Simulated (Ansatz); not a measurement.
Field gradients at the nuclei of Bi₂Te₃

```
Bi Te
1.0
     2.19300    1.26613   10.16567
    -2.19300    1.26613   10.16567
     0.00000   -2.53226   10.16567
Bi Te
2 3
Direct
  0.40000 0.40000 0.40000
  0.60000 0.60000 0.60000
  0.00000 0.00000 0.00000
  0.20950 0.20950 0.20950
  0.79050 0.79050 0.79050
```

Atoms are numbered in the order listed.

The cell is COD entry 9011962, as deposited and not checked against the literature; nothing was relaxed.

Levels of theory: DFT, PBE, all-electron PAW with datasets made for the crystal, scalar-relativistic (Ansatz 0.2.0); DFT, PBE, PAW with Ansatz's default frozen-core files, scalar-relativistic (Ansatz 0.2.0).

For the crystal-made all-electron datasets (AE datasets): a Γ-centred 7×7×7 k mesh, Fermi–Dirac smearing of 0.08 eV, cutoff 240 eV (chosen by the program for this cell), no spin polarisation. PAW takes a cutoff of 420 eV at this cell. The Ansatz runs share mesh, smearing and spin set-up.

Spin–orbit coupling is left out, which moves gradients at and beside heavy atoms by some per cent and at worst by a factor of two.

Vzz is the principal value of largest size of the traceless field-gradient tensor, in 10²¹ V/m², and η = (Vxx − Vyy)/Vzz with |Vzz| ≥ |Vyy| ≥ |Vxx|.

```
site  site symmetry  Vzz (η), AE datasets     Vzz (η), PAW
 Bi1             3m       2.33 (η = 0.00)  2.35 (η = 0.00)
 Te3            -3m       9.85 (η = 0.00)  9.92 (η = 0.00)
 Te4             3m       0.91 (η = 0.00)  0.92 (η = 0.00)
```

(1) By the crystal-made datasets, how do the electrostatic potential and the contact density differ between Te3 and Te4?

## Answers

(1) At Te4 the potential is +0.18 V and the contact density +17.08 e/Å³ against Te3.
